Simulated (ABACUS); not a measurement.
The system is HfN.

```
CELL_PARAMETERS angstrom
0.00000 2.25600 2.25600
2.25600 0.00000 2.25600
2.25600 2.25600 0.00000
ATOMIC_POSITIONS crystal
Hf 0.00000 0.00000 0.00000
N 0.50000 0.50000 0.50000
```

```yaml
Program: ABACUS 3.10.1
Task: relaxation of cell and atoms
Functional: LDA
Potentials_or_basis: PseudoDojo NC SR 0.4.1 LDA standard
Cutoff: 1143 eV
Density_cutoff: 4572 eV
Basis: plane waves
k_mesh: 8 × 8 × 8
Occupations: fermi-dirac, width 0.05 eV
Spin: no spin polarisation
```

At the start: pressure -11.8 GPa; volume 11.48 Å³/atom.

Problem. How do energy, volume and symmetry change on relaxing?

Solution. Over 44 steps the energy falls by 23.8 meV/atom and the volume is 11.01 Å³/atom (-4.1 %); space group Fm-3m (No. 225, to 0.05 Å).

Step by step:
```tsv
step	energy change (eV)	largest force (eV/Å)	pressure (GPa)	volume (Å³)
1	0.0000	0.0000	-11.85	22.96
3	-0.0358	0.0000	-0.44	22.06
5	-0.0358	0.0000	-0.05	22.03
7	-0.0358	0.0000	-0.05	22.03
9	-0.0358	0.0000	-0.05	22.03
11	-0.0358	0.0000	-0.05	22.03
13	-0.0476	0.0000	-0.09	22.03
15	-0.0476	0.0000	-0.09	22.03
17	-0.0476	0.0000	-0.08	22.03
19	-0.0476	0.0000	-0.08	22.03
21	-0.0476	0.0000	-0.08	22.03
23	-0.0476	0.0000	-0.08	22.03
25	-0.0476	0.0000	-0.08	22.03
27	-0.0476	0.0000	-0.08	22.03
29	-0.0476	0.0000	-0.08	22.03
31	-0.0476	0.0000	-0.07	22.03
33	-0.0476	0.0000	-0.07	22.03
35	-0.0476	0.0000	-0.07	22.03
37	-0.0476	0.0000	-0.07	22.03
39	-0.0476	0.0000	-0.06	22.03
41	-0.0476	0.0000	-0.05	22.03
43	-0.0476	0.0000	-0.04	22.02
44	-0.0476	0.0000	-0.02	22.02
```

Final structure:
```xyz
2
Lattice="0.0000 2.2248 2.2248 2.2248 0.0000 2.2248 2.2248 2.2248 0.0000" Properties=species:S:1:pos:R:3 pbc="T T T"
Hf    0.0000    0.0000    0.0000
N     2.2248    2.2248    2.2248
```
